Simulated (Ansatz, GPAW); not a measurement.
# Ballistic transport through CN in line between two Pd chains, from relaxation to T(E), part 2 of 4

How well does CN in line between two Pd chains conduct once its atoms have relaxed, and how much do cheaper levels lose?

GPAW 26.7.0 and Ansatz 0.2.0; Ansatz plane waves; relaxation of the junction with the lead ends held; PAW set soft_1 (the session's first sound run).

So far. Step 2 (Relaxing the atoms): The relaxation lowered the energy of the cell by 0.450 eV.

## Step 3: Plane waves, PBE

A plane-wave run comes first: its basis does not favour the atoms, so it serves as the reference for the orbital bases.

This step: Ansatz plane waves; Landauer transmission by layers, zero bias; PAW set soft_1 (Ansatz 0.2.0).

Contents of input.yaml:

```yaml
crystal:
  lattice:
    - [9.0, 0.0, 0.0]
    - [0.0, 9.0, 0.0]
    - [0.0, 0.0, 42.3729]
  atoms:
    - { symbol: Pd, position: [0.5, 0.5, 0.029499987] }
    - { symbol: Pd, position: [0.5, 0.5, 0.0884999611] }
    - { symbol: Pd, position: [0.5, 0.5, 0.1474999351] }
    - { symbol: Pd, position: [0.5, 0.5, 0.2064999091] }
    - { symbol: Pd, position: [0.5, 0.5, 0.2654998832] }
    - { symbol: Pd, position: [0.5, 0.5, 0.3244998572] }
    - { symbol: Pd, position: [0.5065268898, 0.4488600871, 0.383413803] }
    - { symbol: Pd, position: [0.4883961628, 0.5769040141, 0.4385797711] }
    - { symbol: C, position: [0.4952594663, 0.5149129122, 0.4823038145] }
    - { symbol: "N", position: [0.4965494665, 0.495192655, 0.5098944188] }
    - { symbol: Pd, position: [0.4923399986, 0.4681227998, 0.5576557108] }
    - { symbol: Pd, position: [0.5120183363, 0.5341859438, 0.6163000708] }
    - { symbol: Pd, position: [0.5, 0.5, 0.6755001428] }
    - { symbol: Pd, position: [0.5, 0.5, 0.7345001168] }
    - { symbol: Pd, position: [0.5, 0.5, 0.7935000909] }
    - { symbol: Pd, position: [0.5, 0.5, 0.8525000649] }
    - { symbol: Pd, position: [0.5, 0.5, 0.9115000389] }
    - { symbol: Pd, position: [0.5, 0.5, 0.970500013] }
kpoints:
  mp_grid: { grid: [1, 1, 2] }
hamiltonian:
  xc: pbe
  pseudopotentials: { kind: paw, azcp: { folder: soft_1 } }
scf:
  occupations: { method: fermi_dirac, width: 0.1 }
output:
  transmission:
    leads: [[0, 1]]
    e_range: [-2, 2]
    de: 0.025
    kmesh: [1, 1]
    reduced_basis: true
  write_potential: true
  write_density: true
  volumetric_format: npy
  elf: true
```

The run is started by

```sh
> ansatz run input.yaml --threads 4 --pin off --max-ram 8192MiB --backend cpu --events-out ev --progress --plain --runs-dir out
```

Numbers of over 12 decimals in the logs are rounded to 6 here.

The log of the run:

```text
[...]
Crystal: 18 atoms, lattice volume = 3432.205 Å³
Basis set: ecut = 420 eV, 67081 PW (Γ)
Bands: 179, of which v1, the nominal top of the filled ones, is band 149 counted from 1 (148 counted from 0)
Symmetry: 1 space group operations
[...]
k-points: 2
[...]
SCF iter   1: F=—  HF=-112183.419163 eV  |F-HF|=—  |Δ(HF+E_count)|=         —  Δρ=5.13e-2  dr2=1.58e2  ethr=3.10e-3  ⟨swp⟩=11.0  Hψ=1797  notcnv=0
[...]
SCF iter  17: F=-112161.452614 eV  HF=-112161.452614 eV  |F-HF|=9.17e-9  |Δ(HF+E_count)|=   7.16e-9  Δρ=4.63e-7  dr2=1.27e-8  ethr=3.37e-11  ⟨swp⟩=29.0  Hψ=1304  notcnv=0
SCF 1 converged in 17 iterations: F = -112161.452614 eV  dr2 = 1.27e-8
[...]
transmission: 54 of 324 steps passed
transmission: 108 of 324 steps passed
[...]
transmission: 324 of 324 steps passed
WARN: The output density's exchange-correlation potential varies sharply where the density is thin. Do not read a vacuum level from v_tot or v_xc, or from such a field of the output density. On a cell that repeats whose density bears no net charge and no dipole along the vacuum's axis use v_es (v_loc + v_h of the components); under efield.dipole_correction with no amplitude use v_es + v_field, which holds any externa [...]
SCF converged after 17 iterations
Free energy (F): -112161.452614 eV
[...]
Internal energy: -112159.772674 eV  (E = F + TS)
E sigma→0 (E₀):  -112160.612644 eV
Entropy (-TS):   -1.679941 eV (-93.330 meV/atom)
Fermi energy:    -3.567544 eV
[...]
--- Band table (eV) ---
  k-point 0: bands = [... 145 lower, -3.6942, -3.6405, -3.5996, -3.5508, -3.5284, -3.5004, -3.4640, -3.4633, ... 26 higher]
  k-point 1: bands = [... 145 lower, -3.6551, -3.6303, -3.6096, -3.5694, -3.5588, -3.5116, -3.4644, -3.4588, ... 26 higher]
--- Transmission ---
  basis      : 717 plane waves across, 54 finite elements along
  points     : 1, standing for a mesh of 1 x 1
  filling    : by the input's occupations and mesh, since the crystals that have channels conduct as metals do. If one of these is a semiconductor, that mesh has misplaced its level
  energies   : 161 from -2.000000 to 2.000000 eV about the Fermi level, 0.025000 eV apart; the leads are filled to 0.000000 eV, and channels, transmission and decay are at 0.000000 eV
  crystal 0  : Pd1, at the sites [0, 1], period 2.5000 Å, over 30.00 Å; its Hamiltonian steps by up to 1.9 meV
    offset         : up to 0.0000 Å between an atom of the period and one for which it stands
    filled         : 11.3 meV under the level at which it is neutral
    channels       : 4.000000e0 a spin
    conductance    : 3.8154e14 S/m² at 300 K; may be off by some 0.0 % by where its bands' edges are placed, 0.2 % from the distance to neutral
  junction   : crystal 0 to crystal 0, 0.70 to 40.57 Å
    transmission   : 7.658592e-1 a spin
    error estimate : 2.537633e-4 a spin from the reduction of the transverse basis, at the most 3.336496e-3 at -1.025000 eV
    conductance    : 7.2095e13 S/m² at 300 K (7.2096e13 on every other energy)
    error estimate : 0.0 % from the energy spacing and 0.0 % from band edges of the leads and from resonances (wavevectors taken as independent; lower de), 0.1 % from the reduction of the transverse basis, 1.7 % from the steps of its leads' Hamiltonians or their offsets (lay more layers), 5.1 % from the distance to neutral
    resistance     : 1.1248e-2 Ω µm² beyond half of each lead's own
```

Run time: 1.8 min. Hardware: 4 threads of Intel Xeon Platinum 8488C (Sapphire Rapids), shared host; peak memory 5.4 GiB.

Numbers from this step:

| Property | Result |
| --- | --- |
| free energy | -112161.4526 eV |
| lead level | 0 eV from the Fermi level |
| transmission at the Fermi level (one spin) | 0.7659 |
| open channels of the lead at the Fermi level (one spin) | 4 |
| step of the potential along the lead | 1.9 meV |
| offset of the lead | 0 Å |
| filling of the lead less its bulk value, in size | 11.3 meV |
| conductance | 0.7537 G₀ |

One spin. The transmission, zone mean by energy, zero at the Fermi level:

```csv
energy (eV),"transmission, zone mean"
-2.000,0.411
-1.800,0.891
-1.600,1.35
-1.400,1.39
-1.200,1.56
-1.025,1.81
-1.000,1.79
-0.800,1.14
-0.600,1.05
-0.550,1.65
-0.400,1.37
-0.250,1.65
-0.200,1.46
0.000,0.766
0.200,0.0882
0.400,0.0398
0.600,0.0294
0.800,0.0260
1.000,0.0250
1.200,0.0252
1.400,0.0260
1.600,0.0274
1.800,0.0293
2.000,0.0319
```

One spin. The open channels, zone mean by energy, zero at the Fermi level:

energy (eV), open channels, zone mean and a bar from the least value:
```
   -2.000       3.00 ###############
   -1.900       3.00 ###############
   -1.800       3.00 ###############
   -1.700       3.00 ###############
   -1.600       3.00 ###############
   -1.500       3.00 ###############
   -1.400       3.00 ###############
   -1.300       3.00 ###############
   -1.200       3.00 ###############
   -1.100       5.00 ##############################
   -1.000       5.00 ##############################
   -0.900       5.00 ##############################
   -0.800       5.00 ##############################
   -0.700       5.00 ##############################
   -0.600       5.00 ##############################
   -0.500       4.00 ######################
   -0.400       4.00 ######################
   -0.300       4.00 ######################
   -0.200       4.00 ######################
   -0.100       4.00 ######################
    0.000       4.00 ######################
    0.100       4.00 ######################
    0.200       1.00 
    0.300       1.00 
    0.400       1.00 
    0.500       1.00 
    0.600       1.00 
    0.700       1.00 
    0.800       1.00 
    0.900       1.00 
    1.000       1.00 
    1.100       1.00 
    1.200       1.00 
    1.300       1.00 
    1.400       1.00 
    1.500       1.00 
    1.600       1.00 
    1.700       1.00 
    1.800       1.00 
    1.900       1.00 
    2.000       1.00
```

Crystal 0, spin -, k parallel (0, 0); distinct values, listed up to 1.5 1/Å. Im kz of the slowest decaying states against energy, zero at the Fermi level:

| energy (eV) | decay 1 (Å⁻¹) | decay 2 (Å⁻¹) | decay 3 (Å⁻¹) | decay 4 (Å⁻¹) |
| --- | --- | --- | --- | --- |
| -2.0000 | 0.728 | 0.819 | 0.820 | 1.35 |
| -1.7500 | 0.666 | 0.703 | 0.704 | 1.33 |
| -1.5000 | 0.542 | 0.543 | 0.596 | 1.30 |
| -1.2500 | 0.244 | 0.246 | 0.515 | 1.28 |
| -1.0000 | 0.419 | 1.25 | 1.26 | 1.37 |
| -0.7500 | 0.291 | 1.23 | 1.23 | 1.34 |
| -0.5000 | 0.264 | 0.264 | 1.20 | 1.21 |
| -0.2500 | 0.519 | 0.519 | 1.18 | 1.18 |
| 0.0000 | 0.655 | 1.15 | 1.15 | 1.26 |
| 0.2500 | 0.118 | 0.118 | 0.142 | 0.751 |
| 0.5000 | 0.205 | 0.205 | 0.266 | 0.824 |
| 0.7500 | 0.255 | 0.256 | 0.347 | 0.883 |
| 1.0000 | 0.289 | 0.289 | 0.411 | 0.932 |
| 1.2500 | 0.311 | 0.311 | 0.464 | 0.974 |
| 1.5000 | 0.324 | 0.324 | 0.509 | 0.957 |
| 1.7500 | 0.330 | 0.330 | 0.548 | 0.921 |
| 2.0000 | 0.327 | 0.328 | 0.582 | 0.884 |

Crystal 0, spin -, k parallel (0, 0). Table of Re kz of states that move upwards by energy, zero at the Fermi level:

```csv
energy (eV),channel 1 (Å⁻¹),channel 2 (Å⁻¹),channel 3 (Å⁻¹),channel 4 (Å⁻¹),channel 5 (Å⁻¹)
-2.000,-0.781,-0.781,0.603,-,-
-1.800,-0.711,-0.711,0.637,-,-
-1.600,-0.647,-0.646,0.672,-,-
-1.400,-0.586,-0.586,0.707,-,-
-1.200,-0.527,-0.527,0.744,-,-
-1.000,-0.470,-0.470,0.484,0.485,0.783
-0.800,-0.413,-0.413,0.748,0.749,0.826
-0.600,-0.355,-0.355,0.873,1.10,1.10
-0.400,-0.294,-0.293,0.203,0.927,-
-0.200,-0.226,-0.226,0.334,0.993,-
0.000,-0.141,-0.141,0.425,1.08,-
0.200,0.497,-,-,-,-
0.400,0.557,-,-,-,-
0.600,0.609,-,-,-,-
0.800,0.654,-,-,-,-
1.000,0.695,-,-,-,-
1.200,0.732,-,-,-,-
1.400,0.765,-,-,-,-
1.600,0.796,-,-,-,-
1.800,0.825,-,-,-,-
2.000,0.852,-,-,-,-
```

The electrostatic potential energy of an electron (with the applied field's), less the Fermi level, planar mean oscillates, so the rows of the table below give means over windows of 2.5 Å about each position, cut where the curve ends. Its first 14 maxima inside the range that stand out by 2 % of the span (Å: eV): 2.5: 5.04, 5.0: 5.04, 7.5: 5.04, 10.0: 5.04, 12.5: 5.05, 15.0: 5.03, 17.5: 4.88, 19.7: 5.23, 21.0: 5.13, 22.4: 5.37, 24.9: 5.00, 27.4: 5.08, 29.9: 5.04, 32.4: 5.04. Its first 14 minima: 1.2: 3.38, 3.7: 3.38, 6.2: 3.38, 8.7: 3.38, 11.2: 3.38, 13.7: 3.38, 16.2: 3.35, 18.5: 3.52, 20.5: 4.57, 21.6: 4.75, 23.7: 3.46, 26.0: 3.37, 28.7: 3.40, 31.2: 3.36.

The electrostatic potential energy of an electron (with the applied field's), less the Fermi level, planar mean by z; means over each step:

z (Å), electrostatic potential energy of an electron (with the applied field's), less the Fermi level, planar mean (eV) and a bar from the least value:
```
     1.25       4.26 ####
     3.75       4.26 ####
     6.25       4.26 ####
     8.75       4.26 ####
    11.25       4.26 ####
    13.75       4.26 ####
    16.25       4.21 ##
    18.75       4.38 #########
    21.25       4.93 ##############################
    23.75       4.35 #######
    26.25       4.26 ####
    28.75       4.28 #####
    31.25       4.25 ###
    33.75       4.26 ####
    36.25       4.26 ####
    38.75       4.26 ####
    41.25       4.17
```

The valence density, planar mean oscillates, so the rows of the table below give means over windows of 2.5 Å about each position, cut where the curve ends. Its first 14 maxima inside the range that stand out by 2 % of the span (Å: e/Å³): 1.2: 0.213, 3.7: 0.213, 6.2: 0.213, 8.7: 0.213, 11.2: 0.213, 13.7: 0.213, 16.2: 0.213, 18.5: 0.215, 21.5: 0.0590, 23.7: 0.213, 26.0: 0.213, 28.7: 0.213, 31.2: 0.213, 33.7: 0.213. Its first 14 minima: 2.5: 0.0148, 5.0: 0.0148, 7.5: 0.0148, 10.0: 0.0148, 12.5: 0.0149, 15.0: 0.0148, 17.4: 0.0164, 19.7: 0.0259, 22.5: 0.0176, 24.9: 0.0141, 27.4: 0.0148, 29.9: 0.0148, 32.4: 0.0148, 34.9: 0.0148.

Table of valence density, planar mean by z; means over each step:

```csv
z (Å),"valence density, planar mean (e/Å³)"
1.25,0.0889
3.75,0.0889
6.25,0.0889
8.75,0.0889
11.25,0.0889
13.75,0.0889
16.25,0.0893
18.75,0.0919
21.25,0.0423
23.75,0.0884
26.25,0.0889
28.75,0.0889
31.25,0.0888
33.75,0.0889
36.25,0.0889
38.75,0.0889
41.25,0.0979
```

Valence density in the cb plane at fractional x = 0.492, with atoms of Pd and C and N within 0.2 Å of it. It is the smooth field of the valence electrons, not physical close to the nuclei.

Values in e/Å³, 13 rows by 16 columns, each cell a mean:
```
 0  0  0  0  0  0  0  0  0  0  0  0  0  0  0  0
 0  0  0  0  0  0  0  0  0  0  0  0  0  0  0  0
 0  0  0  0  0  0  0  0  0  0  0  0  0  0  0  0
 0  0  0  0  0  0  0  0  0  0  0  0  0  0  0  0
 0  0  0  0  0  0  1  5  0  0  0  0  0  0  1  0
 3  1  5  1  0  0  3 11  1  1  1  1  2  0  7  4
 6  2 11  1  5  5  1  2  1  2  3  3 10  1  6  3
 1  0  2  0  6  5  0  0  0  1  1  1  6  0  0  0
 0  0  0  0  1  0  0  0  0  0  0  0  0  0  0  0
 0  0  0  0  0  0  0  0  0  0  0  0  0  0  0  0
 0  0  0  0  0  0  0  0  0  0  0  0  0  0  0  0
 0  0  0  0  0  0  0  0  0  0  0  0  0  0  0  0
 0  0  0  0  0  0  0  0  0  0  0  0  0  0  0  0
```
Columns run along c (16.0 Å, from fractional 0.27 to 0.65 of the cell), rows up along b (9.0 Å). Atoms in or near the plane, at fractional coordinates: Pd at (0.32, 0.50), Pd at (0.38, 0.45), Pd at (0.44, 0.58), C at (0.48, 0.51), N at (0.51, 0.50), Pd at (0.56, 0.47), Pd at (0.62, 0.53).

Electrostatic potential energy in the cb plane at fractional x = 0.492, with atoms of Pd and C and N within 0.2 Å of it. With pseudopotentials it is smooth inside the atoms' cores, unlike the true potential.

Ten even steps from '0' (-58 eV) to '9' (2 eV), each cell a mean:
```
99999999999999999999999999999999999999999999
99999999999999999999999999999999999999999999
99999999999999999999999999999999999999999999
99999999999999999999999999999999999999999999
99999999999999999999999999999999999999999999
99999999999999999999999999999999999999999999
99999999999999999999999999999999999999999999
99999999999999999876679999999999999999999999
99999999999999999731137999999999999999876789
57998656799999998610016877899999988999731258
14786201489876788620016621454688644688510027
01685000278631258852247500110376200378510037
02785100378400038987789732420376100168742358
36898433688400038999999988865787200279987789
88999878899731268999999999999998644689999999
99999999999877789999999999999999988999999999
99999999999999999999999999999999999999999999
99999999999999999999999999999999999999999999
99999999999999999999999999999999999999999999
99999999999999999999999999999999999999999999
99999999999999999999999999999999999999999999
99999999999999999999999999999999999999999999
99999999999999999999999999999999999999999999
99999999999999999999999999999999999999999999
```
Columns run along c (16.0 Å, from fractional 0.27 to 0.65 of the cell; values clipped at the 3rd and 97th percentile), rows up along b (9.0 Å). Atoms in or near the plane, at fractional coordinates: Pd at (0.32, 0.50), Pd at (0.38, 0.45), Pd at (0.44, 0.58), C at (0.48, 0.51), N at (0.51, 0.50), Pd at (0.56, 0.47), Pd at (0.62, 0.53).

ELF in the cb plane at fractional x = 0.492, with atoms of Pd and C and N within 0.2 Å of it. It is the smooth field of the valence electrons, not physical close to the nuclei.

Values, 13 rows by 16 columns, each cell a mean:
```
0.00 0.00 0.00 0.00 0.00 0.00 0.00 0.01 0.00 0.00 0.00 0.00 0.00 0.00 0.01 0.01
0.01 0.01 0.02 0.01 0.00 0.00 0.02 0.03 0.02 0.00 0.00 0.00 0.00 0.01 0.02 0.02
0.04 0.04 0.05 0.03 0.02 0.01 0.06 0.10 0.05 0.01 0.00 0.01 0.01 0.02 0.06 0.06
0.10 0.09 0.10 0.07 0.06 0.04 0.11 0.23 0.11 0.08 0.05 0.03 0.05 0.05 0.12 0.13
0.19 0.16 0.21 0.14 0.15 0.13 0.22 0.40 0.32 0.44 0.35 0.11 0.15 0.12 0.29 0.24
0.35 0.26 0.40 0.25 0.26 0.29 0.30 0.30 0.57 0.63 0.72 0.30 0.37 0.22 0.37 0.34
0.34 0.30 0.29 0.30 0.37 0.36 0.28 0.36 0.63 0.56 0.54 0.37 0.31 0.28 0.38 0.35
0.32 0.24 0.38 0.23 0.36 0.36 0.18 0.21 0.55 0.65 0.71 0.31 0.39 0.19 0.27 0.21
0.15 0.15 0.16 0.14 0.26 0.24 0.08 0.10 0.17 0.24 0.25 0.16 0.24 0.09 0.12 0.13
0.08 0.08 0.09 0.07 0.11 0.10 0.04 0.02 0.02 0.03 0.03 0.07 0.09 0.04 0.05 0.06
0.03 0.03 0.03 0.03 0.05 0.04 0.02 0.00 0.00 0.00 0.00 0.02 0.03 0.01 0.01 0.02
0.01 0.01 0.01 0.01 0.02 0.01 0.00 0.00 0.00 0.00 0.00 0.01 0.01 0.00 0.00 0.01
0.00 0.00 0.00 0.00 0.00 0.00 0.00 0.00 0.00 0.00 0.00 0.00 0.00 0.00 0.00 0.00
```
Columns run along c (16.0 Å, from fractional 0.27 to 0.65 of the cell), rows up along b (9.0 Å). Atoms in or near the plane, at fractional coordinates: Pd at (0.32, 0.50), Pd at (0.38, 0.45), Pd at (0.44, 0.58), C at (0.48, 0.51), N at (0.51, 0.50), Pd at (0.56, 0.47), Pd at (0.62, 0.53).

The largest of the program's own error estimates on the conductance is 5.1 %. T at the Fermi level is 0.766 of 4 open channels a spin.

(Continued in part 3 of 4.)

[Logs are printed without paths, hosts, clocks, repeated set-up lines and the standing remarks that a program may print on its own settings, such as how far it seeks lower states.]

[Hosts, paths, dates, database ids (printed as entryN), source tags and the programs' standing remarks are cut or masked in the printed files.]
